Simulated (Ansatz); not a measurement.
# Pd (P6_3/mmc) in Ansatz: further runs

One crystal, Pd, is run at these levels: PBE, PBEsol; tasks: elastic constants, phonons.

Everything below comes from runs of Ansatz 0.2.0. Logs are shortened: lines on timing, memory, paths and dates and some standing lists are left out, and cuts for length are marked.

### Step 1. Starting point

It takes space group P6_3/mmc (No. 194, hexagonal). The conventional cell has a = 2.784 Å, b = 2.784 Å, c = 4.629 Å, α = 90.00°, β = 90.00°, γ = 120.00°. Pd (site symmetry -6m2) is surrounded by 12 Pd at 2.78 to 2.82 Å.

This isn't the form of Pd at room conditions, which is fcc.

### Step 2. Elastic constants, PBE

Input file input.yaml:

```yaml
crystal:
  lattice:
    - [2.7836650458, 0.0, 0.0]
    - [-1.3918325229, 2.4107246453, 0.0]
    - [0.0, 0.0, 4.628893]
  atoms:
    - { symbol: Pd, position: [0.3333333333, 0.6666666667, 0.25] }
    - { symbol: Pd, position: [0.6666666667, 0.3333333333, 0.75] }
hamiltonian:
  xc: pbe
  pseudopotentials: { kind: paw }
kpoints:
  mp_grid: { grid: [8, 8, 5] }
scf:
  occupations: { method: fermi_dirac, width: 0.05 }
output:
  forces: true
  stress: true
elastic:
  mode: relaxed_ion
  stencil: two_point
```

Potentials or basis: Ansatz PAW.

Launch:

```
> ansatz run input.yaml --threads 2 --pin off --max-ram 5632MiB --backend cpu --events-out ev --progress --plain --runs-dir out
```

What it wrote:

```text
Warning: RAYON_NUM_THREADS=2 ignored (pool sized by the plan → 2); use --threads N
Engine: ansatz 0.2.0, aarch64-unknown-linux-gnu
Pseudopotentials: kind: paw
Pseudopotential: Pd, paw, valence charge 18, recommended cutoff 420 eV (normal), Pd.paw.azcp
Functional definition: PBE
  parameter kappa = 0.804
  parameter beta = 0.06672455060314922
  exchange = pbe_x(kappa = kappa, mu = beta*pi^2/3)
  correlation = pbe_c(beta = beta)
Crystal: 2 atoms, lattice volume = 31.063 Å³
Basis set: ecut = 420 eV, 591 PW (Γ), exchange–correlation on 40×40×64 points (8 copies of the dense FFT grid, shifted against one another)
Bands: 22, of which v1, the nominal top of the filled ones, is band 18 counted from 1 (17 counted from 0)
Symmetry: 24 space group operations
Space group: P63/mmc (ITA 194), of the structure as read, at distance tolerance 3.1e-5 Å
k-points: 30 of 320
Non-local potential: Pd, projectors of the file, l = 0: 2, l = 1: 2, l = 2: 2, l = 3: 1
PAW form: soft (Blöchl's): semilocal exchange-correlation on the pseudo side does not see the compensation charge
PAW one-centre angular grid: Pd, 590 points (default); XC on 64 Gauss nodes
Initial density: superposition of atomic densities (neutral atoms: chi_scale 0, normalization atom), corrected by the library's trained network
Initial wavefunctions: pseudopotential atomic-orbital guess
Functional: x = pbe(κ = 0.804, μ = 0.2195149727645171), c = pbe(β = 0.06672455060314922)
SCF iter   1: F=—  HF=-13945.640859 eV  |F-HF|=—  |Δ(HF+E_count)|=         —  Δρ=7.42e-3  dr2=7.16e-3  ethr=1.77e-3  ⟨swp⟩=5.6  Hψ=3013  notcnv=0
preconditioner: auto → Kerker (q_TF=auto, 2.796 Å⁻¹)  [metal: Δε(μ)=0.043 eV  Ē_g=8.987 eV  σ=0.050 eV  W_gap=0.21  n_scr=10 (ndim 8)  ℏωp=29.8 eV  f_vac=0.000  D(μ)=4.25/eV (n_scr^D=66)]
SCF iter   2: F=—  HF=-13945.640131 eV  |F-HF|=—  |Δ(HF+E_count)|=   7.28e-4  Δρ=3.07e-3  dr2=1.27e-3  ethr=1.99e-5  ⟨swp⟩=1.3  Hψ=947  notcnv=0
SCF iter   3: F=—  HF=-13945.640226 eV  |F-HF|=—  |Δ(HF+E_count)|=   9.48e-5  Δρ=6.01e-4  dr2=4.91e-5  ethr=3.53e-6  ⟨swp⟩=2.7  Hψ=975  notcnv=0
SCF iter   4: F=—  HF=-13945.640259 eV  |F-HF|=—  |Δ(HF+E_count)|=   3.28e-5  Δρ=1.05e-4  dr2=1.59e-6  ethr=1.36e-7  ⟨swp⟩=2.2  Hψ=887  notcnv=0
SCF iter   5: F=—  HF=-13945.640259 eV  |F-HF|=—  |Δ(HF+E_count)|=   2.94e-7  Δρ=3.12e-5  dr2=1.49e-7  ethr=4.42e-9  ⟨swp⟩=2.5  Hψ=1135  notcnv=0
SCF iter   6: F=—  HF=-13945.640259 eV  |F-HF|=—  |Δ(HF+E_count)|=   6.57e-8  Δρ=5.88e-6  dr2=6.55e-9  ethr=4.13e-10  ⟨swp⟩=2.0  Hψ=851  notcnv=0
SCF iter   7: F=—  HF=-13945.640259 eV  |F-HF|=—  |Δ(HF+E_count)|=   2.03e-9  Δρ=1.15e-6  dr2=3.31e-10  ethr=1.82e-11  ⟨swp⟩=2.6  Hψ=1084  notcnv=0
SCF iter   8: F=—  HF=-13945.640259 eV  |F-HF|=—  |Δ(HF+E_count)|=  7.09e-11  Δρ=2.31e-7  dr2=1.39e-11  ethr=9.19e-13 (applied; sched 1.00e-12)  ⟨swp⟩=2.3  Hψ=903  notcnv=0
SCF iter   9: F=—  HF=-13945.640259 eV  |F-HF|=—  |Δ(HF+E_count)|=    0.00e0  Δρ=3.79e-8  dr2=3.78e-13  ethr=3.85e-14 (applied; sched 1.00e-12)  ⟨swp⟩=2.0  Hψ=918  notcnv=0
SCF iter  10: F=-13945.640259 eV  HF=-13945.640259 eV  |F-HF|=3.64e-12  |Δ(HF+E_count)|=  1.82e-12  Δρ=9.29e-9  dr2=1.51e-14  ethr=1.00e-12  ⟨swp⟩=4.0  Hψ=2111  notcnv=0
SCF 1 converged in 10 iterations: F = -13945.640259 eV  dr2 = 1.51e-14
Crystal: 2 atoms, lattice volume = 31.001 Å³
Symmetry: 8 space group operations
k-points: 63 of 320
Initial density: handed on by an earlier stage of this run
Initial wavefunctions: pseudopotential atomic-orbital guess (no wavefunctions were taken with the density)
iter 1 solved again at ethr=6.19e-5 eV; its pass at ethr=3.10e-3 eV (dr2=2.23e-2 eV) is discarded
SCF iter   1: F=—  HF=-13945.647595 eV  |F-HF|=—  |Δ(HF+E_count)|=         —  Δρ=1.04e-2  dr2=2.24e-2  ethr=6.19e-5  ⟨swp⟩=1.0  Hψ=8035  notcnv=0
preconditioner: auto → Kerker (q_TF=auto, 2.797 Å⁻¹)  [metal: Δε(μ)=0.008 eV  Ē_g=8.919 eV  σ=0.050 eV  W_gap=0.04  n_scr=10 (ndim 8)  ℏωp=29.8 eV  f_vac=0.000  D(μ)=4.57/eV (n_scr^D=66)]
SCF iter   2: F=—  HF=-13945.641475 eV  |F-HF|=—  |Δ(HF+E_count)|=   6.12e-3  Δρ=3.36e-3  dr2=2.61e-3  ethr=6.19e-5  ⟨swp⟩=2.7  Hψ=2138  notcnv=0
SCF iter   3: F=—  HF=-13945.640836 eV  |F-HF|=—  |Δ(HF+E_count)|=   6.39e-4  Δρ=7.55e-4  dr2=6.64e-5  ethr=7.25e-6  ⟨swp⟩=2.5  Hψ=2325  notcnv=0
SCF iter   4: F=—  HF=-13945.640855 eV  |F-HF|=—  |Δ(HF+E_count)|=   1.91e-5  Δρ=1.02e-4  dr2=2.93e-6  ethr=1.84e-7  ⟨swp⟩=2.4  Hψ=2300  notcnv=0
SCF iter   5: F=—  HF=-13945.640856 eV  |F-HF|=—  |Δ(HF+E_count)|=   1.07e-6  Δρ=3.33e-5  dr2=2.82e-7  ethr=8.13e-9  ⟨swp⟩=2.3  Hψ=2027  notcnv=0
SCF iter   6: F=—  HF=-13945.640856 eV  |F-HF|=—  |Δ(HF+E_count)|=   3.11e-9  Δρ=5.63e-6  dr2=6.01e-9  ethr=7.84e-10  ⟨swp⟩=2.4  Hψ=2227  notcnv=0
SCF iter   7: F=—  HF=-13945.640856 eV  |F-HF|=—  |Δ(HF+E_count)|=   1.03e-9  Δρ=8.52e-7  dr2=1.95e-10  ethr=1.67e-11  ⟨swp⟩=2.3  Hψ=1876  notcnv=0
SCF iter   8: F=—  HF=-13945.640856 eV  |F-HF|=—  |Δ(HF+E_count)|=  1.27e-11  Δρ=2.25e-7  dr2=1.42e-11  ethr=5.42e-13 (applied; sched 1.00e-12)  ⟨swp⟩=2.1  Hψ=1877  notcnv=0
[... 166 lines left out ...]
iter 8 did not close the SCF: its close was put off for the readings that it lacked (scf_convergence_deferred on its scf_iter line)
SCF iter   8: F=-13945.640247 eV  HF=-13945.640247 eV  |F-HF|=1.82e-12  |Δ(HF+E_count)|=    0.00e0  Δρ=1.97e-8  dr2=3.07e-14  ethr=4.62e-16 (applied; sched 1.00e-12)  ⟨swp⟩=1.0  Hψ=2046  notcnv=0
iter 9 did not close the SCF: its close was put off for the readings that it lacked (scf_convergence_deferred on its scf_iter line)
SCF iter   9: F=-13945.640247 eV  HF=-13945.640247 eV  |F-HF|=0.00e0  |Δ(HF+E_count)|=    0.00e0  Δρ=1.23e-8  dr2=1.18e-14  ethr=2.78e-16 (applied; sched 1.00e-12)  ⟨swp⟩=1.0  Hψ=2046  notcnv=0
iter 10 did not close the SCF: its close was put off for the readings that it lacked (scf_convergence_deferred on its scf_iter line)
SCF iter  10: F=-13945.640247 eV  HF=-13945.640247 eV  |F-HF|=3.64e-12  |Δ(HF+E_count)|=  5.46e-12  Δρ=7.16e-11  dr2=1.76e-18  ethr=2.78e-16 (applied; sched 1.00e-12)  ⟨swp⟩=1.0  Hψ=2046  notcnv=0
iter 11 did not close the SCF: its close was put off for the readings that it lacked (scf_convergence_deferred on its scf_iter line)
SCF iter  11: F=-13945.640247 eV  HF=-13945.640247 eV  |F-HF|=0.00e0  |Δ(HF+E_count)|=  5.46e-12  Δρ=3.98e-11  dr2=2.78e-19  ethr=2.78e-16 (applied; sched 1.00e-12)  ⟨swp⟩=1.0  Hψ=2046  notcnv=0
SCF iter  12: F=-13945.640247 eV  HF=-13945.640247 eV  |F-HF|=3.64e-12  |Δ(HF+E_count)|=    0.00e0  Δρ=1.73e-11  dr2=6.62e-20  ethr=1.00e-12  ⟨swp⟩=1.0  Hψ=4464  notcnv=0
SCF 14 converged in 12 iterations: F = -13945.640247 eV  dr2 = 6.62e-20
SCF converged after 10 iterations
Free energy (F): -13945.640259 eV
Harris-Foulkes:  -13945.640259 eV  (|F-HF|=3.64e-12)
Internal energy: -13945.603585 eV  (E = F + TS)
E sigma→0 (E₀):  -13945.621922 eV
Entropy (-TS):   -0.036674 eV (-18.337 meV/atom)
Fermi energy:    18.518220 eV
--- Per-component energies (eV) ---
  E_band       = -313.523748
  E_kinetic    = 1026.031410
  E_local      = -3644.313607  (includes V_loc(G=0)·N_el)
  E_nonlocal   = 434.757955
  E_hartree    = 1475.620261
  E_xc         = -336.653516
  E_vxc        = -422.294484  (∫ρ·V_xc dr)
  E_paw        = -7500.574088  (= ΣΔE_a)
  E_vpaw       = -658.945996  (= ΣTr[D̂ρ^β])
  E_aug_tail   = 0.000449  (compensation charges beyond the density's cutoff)
  E_ewald      = -5400.472451
  E_smearing   = -0.036674  (= −TS)
  E_closure    = 0.000000  (closes the sum)
  Σ components = -13945.640259   (vs F -13945.640259, Δ=0.00e0)
--- Forces (eV/Å), atoms counted from 1 ---
  atom   1  Pd    -0.00000000     0.00000000     0.00000000
  atom   2  Pd     0.00000000    -0.00000000     0.00000000
  max |Σ_I F_I| component: 4.63e-18 eV/Å
--- Stress (GPa, compression-positive) ---
       -1.777302      -0.000000       0.000000
       -0.000000      -1.777302       0.000000
        0.000000       0.000000      -0.303022
  P = ⅓ Tr σ = -1.2859 GPa (-12.859 kbar)
--- Band table (eV; the first three rows and the last of 30) ---
  k-point 0: bands = ["-65.4571", "-65.4177", "-31.2769", "-31.0621", "-31.0621", "-31.0178", "-31.0178", "-30.9529", "11.7149", "13.5603", "15.7854", "15.9553", "15.9553", "16.2827", "16.2827", "16.9419", "16.9419", "18.2747", "18.2747", "19.4564", "25.1312", "35.4084"]
  k-point 1: bands = ["-65.4533", "-65.4215", "-31.2464", "-31.0579", "-31.0579", "-31.0220", "-31.0220", "-30.9844", "12.0459", "13.6063", "15.7040", "15.8919", "15.8919", "16.1853", "16.1853", "17.1724", "17.1724", "18.1562", "18.2269", "18.2269", "26.9577", "34.8812"]
  k-point 2: bands = ["-65.4435", "-65.4313", "-31.1662", "-31.0661", "-31.0468", "-31.0468", "-31.0331", "-31.0331", "12.8876", "13.5532", "15.6471", "15.8704", "15.8704", "15.9930", "15.9930", "16.3562", "17.6261", "17.6261", "18.0214", "18.0214", "30.3986", "33.6131"]
  k-point 29: bands = ["-65.4039", "-65.4022", "-31.2976", "-31.2871", "-31.2165", "-31.1941", "-31.0457", "-31.0336", "14.3829", "14.6788", "15.0319", "15.2464", "15.7282", "16.1936", "16.9020", "17.1324", "18.2571", "18.4322", "24.0681", "24.2212", "26.9337", "27.0951"]
--- Elastic constants: 3 strain directions × 2 members + reference (group order 24) ---
  dense FFT box of the reference and of every strained cell: 20×20×32
  strains applied: 11, 33, 23; error gains: componentwise 1.00 (the most a stress slope's error grows in a printed constant), spectral 1.41 (1 for all six strains in a standard setting)
  C = ∂σ_k/∂η_j (tension-positive GPa; Voigt order 11 22 33 23 13 12):
       209.764    146.271    116.240      0.000      0.000      0.000
       146.271    209.764    116.240      0.000      0.000      0.000
       117.645    117.645    239.390      0.000      0.000      0.000
         0.000      0.000      0.000     32.441      0.000      0.000
         0.000      0.000      0.000      0.000     32.441      0.000
        -0.000      0.000     -0.000      0.000      0.000     31.747
  reference stress σ⁰ (GPa):      1.777      1.777      0.303     -0.000     -0.000      0.000
  C* (energy form; C + prestress term) asymmetry max|C*_kj − C*_jk| = 6.983e-2 GPa — a small one proves nothing (zero by symmetry where the batch's group is 432, −43m or m−3m); a large one is finite-difference/SCF noise where every solve meets its electron count
  moduli (Voigt/Reuss/Hill, GPa): K = 157.69/157.69/157.69   G = 37.91/35.46/36.69   E = 102.14   ν = 0.392
  mechanically stable: yes (min eigenvalue of sym C = 31.75 GPa)
  strain η (Voigt 11):  stress-route row diagonal C_11 = 209.76 GPa, energy-path curvature d²(F+E_count+ΔE)/dδ²/Ω₀ = 209.88 GPa
         δ    σ_11 (GPa)             F (eV)   n_scf  n_hpsi   n_pw
    -2.000e-3       1.3506      -13945.6408628      11   24429    622   relax 3 steps, max|allowed force component| 1.84e-5 eV/Å
     2.000e-3       2.1897      -13945.6394872      11   24528    622   relax 2 steps, max|allowed force component| 3.55e-5 eV/Å
  strain η (Voigt 33):  stress-route row diagonal C_33 = 239.39 GPa, energy-path curvature d²(F+E_count+ΔE)/dδ²/Ω₀ = 239.85 GPa
         δ    σ_33 (GPa)             F (eV)   n_scf  n_hpsi   n_pw
    -2.000e-3      -0.1770      -13945.6402898       9   11861    622   relax 0 steps, max|allowed force component| 6.94e-17 eV/Å
     2.000e-3       0.7806      -13945.6400508       6    8464    622   relax 0 steps, max|allowed force component| 6.71e-17 eV/Å
  strain η (Voigt 23):  stress-route row diagonal C_44 = 32.44 GPa, energy-path curvature d²(F+E_count+ΔE)/dδ²/Ω₀ = 31.85 GPa
         δ    σ_23 (GPa)             F (eV)   n_scf  n_hpsi   n_pw
    -2.000e-3      -0.0649      -13945.6402474      12   38341    622   relax 1 steps, max|allowed force component| 3.02e-5 eV/Å
     2.000e-3       0.0649      -13945.6402474      12   38313    622   relax 1 steps, max|allowed force component| 3.02e-5 eV/Å
```

Run time: 20 s. Hardware: 2 threads of Arm Neoverse V1, shared host; peak memory 0.35 GiB.

Results:

- Free energy: -13945.6403 eV
- Pressure: -1.3 GPa
- Band gap on the k mesh: none (metal or under the smearing width)
- Voigt bulk modulus: 158 GPa

Elastic tensor in Voigt notation (GPa, in the Cartesian axes of the cell as first typed):
```
210 146 116   0   0   0
146 210 116   0   0   0
118 118 239   0   0   0
  0   0   0  32   0   0
  0   0   0   0  32   0
  0   0   0   0   0  32
```

Caveat: elastic constants of metals need much finer meshes, so these are rough.

### Step 3. Phonons, PBEsol

input.yaml, as its differences from that of step 2:

```diff
@@ -9,3 +9,3 @@
 hamiltonian:
-  xc: pbe
+  xc: pbesol
   pseudopotentials: { kind: paw }
@@ -15,7 +15,3 @@
   occupations: { method: fermi_dirac, width: 0.05 }
-output:
-  forces: true
-  stress: true
-elastic:
-  mode: relaxed_ion
-  stencil: two_point
+phonons:
+  method: dfpt
```

Potentials or basis: Ansatz PAW.

Launch:

```
> ansatz run input.yaml --threads 2 --pin off --max-ram 5632MiB --backend cpu --events-out ev --progress --plain --runs-dir out
```

What it wrote:

```text
Warning: RAYON_NUM_THREADS=2 ignored (pool sized by the plan → 2); use --threads N
zone centre: on kpoints.mp_grid the ground state, and the responses unless they are solved on pairs of k-points, stand on 63 of the mesh's 320 k-points, reduced under 4 symmetry operations, with k and −k counted as one. Each operation leaves every solved displacement unchanged or reverses it
[... 3 set-up lines as earlier in the session ...]
Functional definition: PBEsol
  exchange = pbesol_x
  correlation = pbesol_c
Crystal: 2 atoms, lattice volume = 31.063 Å³
Basis set: ecut = 420 eV, 591 PW (Γ), exchange–correlation on 40×40×64 points (8 copies of the dense FFT grid, shifted against one another)
Bands: 22, of which v1, the nominal top of the filled ones, is band 18 counted from 1 (17 counted from 0)
[... 1 set-up line as earlier in the session ...]
k-points: 63 of 320 (irreducible under 4 space group operations, time reversal used)
[... 2 set-up lines as earlier in the session ...]
PAW frozen core: Pd, regenerated for the run's functional, and the local potential with it (the file was generated under x = pbe(κ = 0.804, μ = 0.2195149727645171), c = pbe(β = 0.06672455060314922))
[... 3 set-up lines as earlier in the session ...]
Functional: x = pbesol(κ = 0.804, μ = 0.12345679012345678), c = pbesol(β = 0.046)
SCF iter   1: F=—  HF=-13813.170872 eV  |F-HF|=—  |Δ(HF+E_count)|=         —  Δρ=1.19e-2  dr2=3.19e-2  ethr=1.77e-3  ⟨swp⟩=5.6  Hψ=6303  notcnv=0
preconditioner: auto → Kerker (q_TF=auto, 2.796 Å⁻¹)  [metal: Δε(μ)=0.004 eV  Ē_g=8.934 eV  σ=0.050 eV  W_gap=0.02  n_scr=10 (ndim 8)  ℏωp=29.8 eV  f_vac=0.000  D(μ)=4.48/eV (n_scr^D=66)]
SCF iter   2: F=—  HF=-13813.164103 eV  |F-HF|=—  |Δ(HF+E_count)|=   6.77e-3  Δρ=4.50e-3  dr2=4.94e-3  ethr=8.85e-5  ⟨swp⟩=2.2  Hψ=2172  notcnv=0
SCF iter   3: F=—  HF=-13813.162903 eV  |F-HF|=—  |Δ(HF+E_count)|=   1.20e-3  Δρ=8.67e-4  dr2=1.71e-4  ethr=1.37e-5  ⟨swp⟩=2.4  Hψ=1909  notcnv=0
SCF iter   4: F=—  HF=-13813.162882 eV  |F-HF|=—  |Δ(HF+E_count)|=   2.01e-5  Δρ=1.89e-4  dr2=7.22e-6  ethr=4.75e-7  ⟨swp⟩=2.2  Hψ=1797  notcnv=0
SCF iter   5: F=—  HF=-13813.162886 eV  |F-HF|=—  |Δ(HF+E_count)|=   3.52e-6  Δρ=5.09e-5  dr2=6.45e-7  ethr=2.01e-8  ⟨swp⟩=2.1  Hψ=2218  notcnv=0
SCF iter   6: F=—  HF=-13813.162883 eV  |F-HF|=—  |Δ(HF+E_count)|=   3.49e-6  Δρ=1.24e-5  dr2=2.76e-8  ethr=1.79e-9  ⟨swp⟩=1.0  Hψ=1386  notcnv=0
SCF iter   7: F=—  HF=-13813.162883 eV  |F-HF|=—  |Δ(HF+E_count)|=   1.52e-9  Δρ=2.34e-6  dr2=1.52e-9  ethr=7.66e-11  ⟨swp⟩=2.3  Hψ=2212  notcnv=0
SCF iter   8: F=—  HF=-13813.162883 eV  |F-HF|=—  |Δ(HF+E_count)|=  3.02e-10  Δρ=3.54e-7  dr2=2.80e-11  ethr=4.23e-12  ⟨swp⟩=2.0  Hψ=1960  notcnv=0
SCF iter   9: F=-13813.162883 eV  HF=-13813.162883 eV  |F-HF|=3.64e-12  |Δ(HF+E_count)|=  7.28e-12  Δρ=7.46e-8  dr2=1.10e-12  ethr=1.00e-12  ⟨swp⟩=5.0  Hψ=5585  notcnv=0
SCF 1 converged in 9 iterations: F = -13813.162883 eV  dr2 = 1.10e-12
DFPT response loops at Γ: preconditioner auto → Kerker (q_TF=auto, 2.796 Å⁻¹) (partly filled bands, converged f_vac=0.000); β = 1.00, the filter's whole step (`scf.mixing.beta` (0.50) is not read by the response loops under this deck's `scf.mixing.preconditioner`; to damp them name `kerker` or `kerker_dos`, under which they read `scf.mixing.beta`, and type it under 1.00, their step now; both keys bind the ground state too); Broyden in place of MSR1
SCF converged after 9 iterations
Free energy (F): -13813.162883 eV
Harris-Foulkes:  -13813.162883 eV  (|F-HF|=3.64e-12)
Internal energy: -13813.125138 eV  (E = F + TS)
E sigma→0 (E₀):  -13813.144010 eV
Entropy (-TS):   -0.037744 eV (-18.872 meV/atom)
Fermi energy:    18.351133 eV
--- Per-component energies (eV) ---
  E_band       = -319.293895
  E_kinetic    = 1024.389776
  E_local      = -3642.865365  (includes V_loc(G=0)·N_el)
  E_nonlocal   = 438.959775
  E_hartree    = 1469.930524
  E_xc         = -334.055123
  E_vxc        = -420.595748  (∫ρ·V_xc dr)
  E_paw        = -7369.617765  (= ΣΔE_a)
  E_vpaw       = -659.043866  (= ΣTr[D̂ρ^β])
  E_aug_tail   = 0.000443  (compensation charges beyond the density's cutoff)
  E_ewald      = -5400.472451
  E_core_change = 0.605048  (= ΣΔE_core)
  E_smearing   = -0.037744  (= −TS)
  E_closure    = 0.000000  (closes the sum)
  Σ components = -13813.162883   (vs F -13813.162883, Δ=0.00e0)
--- Band table (eV; the first three rows and the last of 63) ---
  k-point 0: bands = ["-65.5729", "-65.5332", "-31.4086", "-31.1928", "-31.1928", "-31.1482", "-31.1482", "-31.0827", "11.4525", "13.3476", "15.6016", "15.7762", "15.7762", "16.1059", "16.1059", "16.7734", "16.7734", "18.1147", "18.1147", "19.1971", "24.9064", "35.1661"]
  k-point 1: bands = ["-65.5691", "-65.5370", "-31.3779", "-31.1885", "-31.1885", "-31.1525", "-31.1525", "-31.1143", "11.7839", "13.3901", "15.5186", "15.7128", "15.7128", "16.0079", "16.0079", "17.0049", "17.0049", "17.9092", "18.0666", "18.0666", "26.7248", "34.6376"]
  k-point 2: bands = ["-65.5592", "-65.5470", "-31.2972", "-31.1966", "-31.1774", "-31.1774", "-31.1637", "-31.1637", "12.6302", "13.3196", "15.4539", "15.6914", "15.6914", "15.8147", "15.8147", "16.1343", "17.4615", "17.4615", "17.8596", "17.8596", "30.1602", "33.3728"]
  k-point 62: bands = ["-65.5238", "-65.5197", "-31.4232", "-31.4215", "-31.3107", "-31.2945", "-31.1883", "-31.1598", "14.1515", "14.2524", "14.9030", "15.3313", "15.4866", "15.9699", "16.4290", "16.9020", "18.0854", "18.4972", "21.2587", "22.5747", "28.4027", "28.6818"]
--- Phonons (Γ-DFPT): 2 representative perturbations + reference, on 63 of 320 k-points (Σ response iterations 8) ---
  k mesh reduced under 4 symmetry operations, with k and −k counted as one. Each operation leaves every solved displacement unchanged or reverses it
  ASR residual: 4.296e-4 → 0.000e0 eV/Å²; symmetrization residual: 1.148e-12 eV/Å²
  ASR residual per site (eV/Å²): 4.30e-4 4.30e-4
  Γ frequencies (cm⁻¹): 0.00 0.00 0.00 68.42 68.42 196.61
  non-analytic LO–TO correction: not included (Born effective charges unavailable; polar crystals: no LO–TO splitting at Γ)
```

Wall time 7.8 s (2 threads of Arm Neoverse V1, shared host); peak memory 0.41 GiB.

Results:

| Property | Result |
| --- | --- |
| Free energy | -13813.1629 eV |
| Band gap on the k mesh | none (metal or under the smearing width) |
| Highest phonon frequency at Γ | 197 cm⁻¹ |

Phonon frequencies in cm⁻¹ (negative: imaginary):
```
              q point      frequencies
(0.000, 0.000, 0.000)  0 0 0 68 68 197
```

Caveat: the PAW data sets come from PBE, with cores solved anew for the run's functional, which leaves a small shift of forces and pressure.
